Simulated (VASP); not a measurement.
Input of a VASP 6.6.1 run:

The input POSCAR:

```
AlAs                                    
1.0
    0.0000000000      2.8408844733      2.8408844733
    2.8408844733      0.0000000000      2.8408844733
    2.8408844733      2.8408844733      0.0000000000
  Al              As            
     1     1
Direct
     0.0000000000000000    0.0000000000000000    0.0000000000000000
     0.2500000000000000    0.2500000000000000    0.2500000000000000
```

File INCAR.step1:

```
SYSTEM = AlAs
PREC = Accurate ; ENCUT = 520
EDIFF = 1E-5 ; ISMEAR = 0
SIGMA = 0.03 ; LREAL = .False.
LASPH = .True. ; NELM = 80
ALGO = Normal ; ISIF = 2
LWAVE = .True. ; LCHARG = .False.
NBANDS = 11 ; GGA = PE
```

File INCAR.step2:

```
SYSTEM = AlAs
PREC = Accurate ; ENCUT = 520
EDIFF = 1E-6 ; ISMEAR = 0
SIGMA = 0.03 ; LREAL = .False.
LASPH = .True. ; NELM = 80
ALGO = Normal ; ISIF = 2
LWAVE = .False. ; LCHARG = .False.
METAGGA = MBJ ; NBANDS = 11
ISTART = 1
```

KPOINTS

```
regular mesh
0
Gamma
  8 8 8
  0 0 0
```

File KPOINTS_OPT:

```
explicit points
159
Reciprocal
 0.0000000000  0.0000000000  0.0000000000 1
 0.0357142857  0.0000000000  0.0357142857 1
 0.0714285714  0.0000000000  0.0714285714 1
 0.1071428571  0.0000000000  0.1071428571 1
 0.1428571429  0.0000000000  0.1428571429 1
 0.1785714286  0.0000000000  0.1785714286 1
[... 151 lines left out ...]
 0.4250000000  0.0000000000  0.4250000000 1
 0.4500000000  0.0000000000  0.4500000000 1
```

Potentials or basis: VASP PAW PBE potentials, release 64 (Al, As).

Run with:

```console
$ cat potpaw_PBE.64/Al/POTCAR potpaw_PBE.64/As/POTCAR > POTCAR
$ cp INCAR.step1 INCAR
$ mpirun -np 1 vasp_std > vasp.out
$ cp INCAR.step2 INCAR
$ mpirun -np 1 vasp_std > vasp.out
```

Predict the band gap on the k mesh.

2.18 eV, indirect (least direct gap 2.87 eV).

Predict the band gap along the path.

2.18 eV, indirect (least direct gap 2.87 eV).

Levels at the corners of the path, in eV from the valence-band top:
```csv
point,band 1,band 2,band 3,band 4,band 5,band 6,band 7,band 8
Γ,-11.60,0.00,0.00,0.00,2.87,4.74,4.74,4.74
X,-9.71,-5.16,-2.04,-2.04,2.18,2.84,11.15,11.15
X,-9.71,-5.16,-2.04,-2.04,2.18,2.84,11.15,11.15
W,-9.68,-4.84,-2.94,-2.58,4.89,6.05,6.38,6.49
W,-9.68,-4.84,-2.94,-2.58,4.89,6.05,6.38,6.49
K,-9.74,-4.91,-3.14,-1.69,2.90,5.45,8.74,9.04
K,-9.74,-4.91,-3.14,-1.69,2.90,5.45,8.74,9.04
Γ,-11.60,0.00,0.00,0.00,2.87,4.74,4.74,4.74
Γ,-11.60,0.00,0.00,0.00,2.87,4.74,4.74,4.74
L,-10.24,-5.25,-0.79,-0.79,2.78,5.19,5.19,8.66
L,-10.24,-5.25,-0.79,-0.79,2.78,5.19,5.19,8.66
U,-9.74,-4.91,-3.14,-1.69,2.90,5.45,8.74,9.04
U,-9.74,-4.91,-3.14,-1.69,2.90,5.45,8.74,9.04
W,-9.68,-4.84,-2.94,-2.58,4.89,6.05,6.38,6.49
W,-9.68,-4.84,-2.94,-2.58,4.89,6.05,6.38,6.49
L,-10.24,-5.25,-0.79,-0.79,2.78,5.19,5.19,8.66
L,-10.24,-5.25,-0.79,-0.79,2.78,5.19,5.19,8.66
K,-9.74,-4.91,-3.14,-1.69,2.90,5.45,8.74,9.04
U,-9.74,-4.91,-3.14,-1.69,2.90,5.45,8.74,9.04
X,-9.71,-5.16,-2.04,-2.04,2.18,2.84,11.15,11.15
```
